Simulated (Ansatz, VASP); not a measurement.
## Li in VASP and in Ansatz

POSCAR

```
Li
1.0
    3.5311384619      2.0387037416      6.0220111670
   -3.5311384619      2.0387037416      6.0220111670
    0.0000000000     -4.0774074830      6.0220111670
Li
12
Direct
    0.0101900000      0.6536100000      0.0101900000
    0.0101900000      0.0101900000      0.6536100000
    0.6536100000      0.0101900000      0.0101900000
    0.9898100000      0.3463900000      0.9898100000
    0.3463900000      0.9898100000      0.9898100000
    0.9898100000      0.9898100000      0.3463900000
    0.2211800000      0.6306000000      0.2211800000
    0.2211800000      0.2211800000      0.6306000000
    0.6306000000      0.2211800000      0.2211800000
    0.7788200000      0.3694000000      0.7788200000
    0.3694000000      0.7788200000      0.7788200000
    0.7788200000      0.7788200000      0.3694000000
```

INCAR.step1

```
PREC = Accurate
ENCUT = 520
ISMEAR = 0
SIGMA = 0.1
LREAL = F
LASPH = T
NELM = 60
NBANDS = 30
GGA = PE
ALGO = Normal
EDIFF = 1E-4
LWAVE = T
LCHARG = F
```

INCAR.step2

```
PREC = Accurate
ENCUT = 520
EDIFF = 1E-7
ISMEAR = 0
SIGMA = 0.1
LREAL = F
LASPH = T
NELM = 60
ALGO = Normal
ISIF = 2
LWAVE = F
LCHARG = T
METAGGA = R2SCAN
LMIXTAU = T
LELF = T
LVHAR = T
NBANDS = 30
ISTART = 1
```

Contents of KPOINTS:

```
regular mesh
0
Gamma
  3 3 3
```

Input for Ansatz:

```yaml
crystal:
  lattice:
    - [3.5311384619, 2.0387037416, 6.022011167]
    - [-3.5311384619, 2.0387037416, 6.022011167]
    - [0.0, -4.077407483, 6.022011167]
  atoms:
    - { symbol: Li, position: [0.01019, 0.65361, 0.01019] }
    - { symbol: Li, position: [0.01019, 0.01019, 0.65361] }
    - { symbol: Li, position: [0.65361, 0.01019, 0.01019] }
    - { symbol: Li, position: [0.98981, 0.34639, 0.98981] }
    - { symbol: Li, position: [0.34639, 0.98981, 0.98981] }
    - { symbol: Li, position: [0.98981, 0.98981, 0.34639] }
    - { symbol: Li, position: [0.22118, 0.6306, 0.22118] }
    - { symbol: Li, position: [0.22118, 0.22118, 0.6306] }
    - { symbol: Li, position: [0.6306, 0.22118, 0.22118] }
    - { symbol: Li, position: [0.77882, 0.3694, 0.77882] }
    - { symbol: Li, position: [0.3694, 0.77882, 0.77882] }
    - { symbol: Li, position: [0.77882, 0.77882, 0.3694] }
basis:
  ecutwfc: 500
kpoints:
  mp_grid: { grid: [3, 3, 3] }
hamiltonian:
  xc: r2scan
scf:
  occupations: { method: gaussian, width: 0.1 }
  lower_state_search: "off"
output:
  forces: true
  stress: true
  eigenvalues: true
```

Alike in both runs: task single point; functional r2SCAN; k mesh 3 × 3 × 3; occupations gaussian, width 0.1 eV; no spin polarisation.

```csv
,VASP,Ansatz
version,VASP 6.6.1,Ansatz 0.2.0
potentials or method,"VASP PAW PBE potentials, release 64 (Li_sv)","scalar-relativistic, plane waves, PAW"
plane-wave cutoff (eV),520,500
valence electrons in the cell,36,36
```

|  | VASP | Ansatz | Ansatz less VASP |
| --- | --- | --- | --- |
| gap on the k mesh at the Fermi level (eV) | none | none | - |
| rms of the force components (eV/Å) | 0.502 | 0.471 | -0.0307 |

Atom by atom the forces differ by 0.031 eV/Å (rms over components). A gap of «none» marks a metal or a gap that the smearing closes.

Caveats: the k mesh is coarse (spacing up to 0.36 Å⁻¹), so the values aren't converged; the PAW data sets were made with another functional, which shifts forces and pressure a little (VASP).
